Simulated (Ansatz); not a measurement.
Runs of Ansatz 0.2.0 on Fe. Symmetry: Im-3m, No. 229, cubic system. The conventional cell has a = 2.886 Å, b = 2.886 Å, c = 2.886 Å, α = 90.00°, β = 90.00°, γ = 90.00°. Fe (site symmetry m-3m) has 8 Fe at 2.50 Å as nearest neighbours. 

| task | level | spin | U | cell | k mesh | cutoff (eV) | smearing | q mesh | points for each segment of the path | hubbard projectors | double counting | mesh quality | gap on the mesh (eV) | pressure (GPa) | moment (μB) | relaxed volume (Å³/atom) |
| --- | --- | --- | --- | --- | --- | --- | --- | --- | --- | --- | --- | --- | --- | --- | --- | --- |
| single point | PBE | collinear, ferromagnetic start | - | as given | 13 × 13 × 13 | 420 | gaussian 0.05 eV | - | - | - | - | not flagged | none | -9.5 | 2.25 | - |
| phonons | PBEsol | collinear, ferromagnetic start | - | as given | 10 × 10 × 10 | 420 | fermi-dirac 0.05 eV | 2 × 2 × 2 | 8 | - | - | not flagged | none | - | 2.17 | - |
| single point | r2SCANh | collinear, ferromagnetic start | - | as given | 7 × 7 × 7 | 500 | fermi-dirac 0.05 eV | - | - | - | - | coarse | none | - | 2.86 | - |
| single point | B3LYP | collinear, ferromagnetic start | - | as given | 7 × 7 × 7 | 420 | fermi-dirac 0.05 eV | - | - | - | - | coarse | none | - | 2.86 | - |
| single point | PBE | collinear, ferromagnetic start | - | as given | 13 × 13 × 13 | 420 | gaussian 0.028 eV | - | - | - | - | not flagged | none | -9.5 | 2.25 | - |
| phonons | revPBE+D4+U | collinear, program default start | Fe d U = 3.5 eV | as given | 8 × 8 × 8 | 420 | cold 0.025 eV | 4 × 4 × 4 | 8 | ortho-atomic | amf | coarse | none | - | 1.67 | - |
| band structure | LDA | collinear, ferromagnetic start | - | as given | 13 × 13 × 13 | 420 | fermi-dirac 0.05 eV | - | 14 | - | - | not flagged | none | -25.9 | (b) | - |
| relaxation of cell and atoms | HSE03 | collinear, ferromagnetic start | - | relaxed | 7 × 7 × 7 | 420 | fermi-dirac 0.05 eV | - | - | - | - | coarse | none | - | 2.89 | 12.40 |
| band structure | HSE06 | collinear, ferromagnetic start | - | as given | 7 × 7 × 7 | 420 | fermi-dirac 0.05 eV | - | 4 | - | - | coarse | none | - | 2.89 | - |
| single point | PBE | collinear, ferromagnetic start | - | as given | 13 × 13 × 13 | 420 | gaussian 0.019 eV | - | - | - | - | not flagged | none | -9.6 | 2.25 | - |
| relaxation of cell and atoms | revPBE+D3(BJ)+ATM+U | collinear, random start | Fe d U = 3.5 eV | relaxed | 13 × 13 × 13 | 420 | fermi-dirac 0.05 eV | - | - | ortho-atomic (the default) | amf | not flagged | - | 0.0 | 1.73 | (a) |

Alike in all rows: potentials or basis Ansatz PAW.

**Question.** Fill in the values left out.

**Answer.** (a) 11.23; (b) 2.20.

Caveats: some runs use coarse meshes; the PAW data sets come from PBE, with cores solved anew for the run's functional, which leaves a small shift of forces and pressure (some runs); the magnetic or orbital state may not be the lowest (some runs); the potentials were made for another functional, which shifts forces and pressure (some runs); the U is typed as a test and isn't derived for this compound (some runs); the plane-wave basis is chosen anew once the cell has moved, so the energies of steps on either side of that aren't comparable (some runs); pairwise dispersion overbinds metals, which lowers pressure and volume (some runs); so large a pressure means that the cell lies far from this level's equilibrium, or that cutoff or potentials fall short (some runs).

A k mesh can miss the band edges.

A gap of «none» marks a metal or a gap under the smearing width.

Not every run made on this cell is shown here.
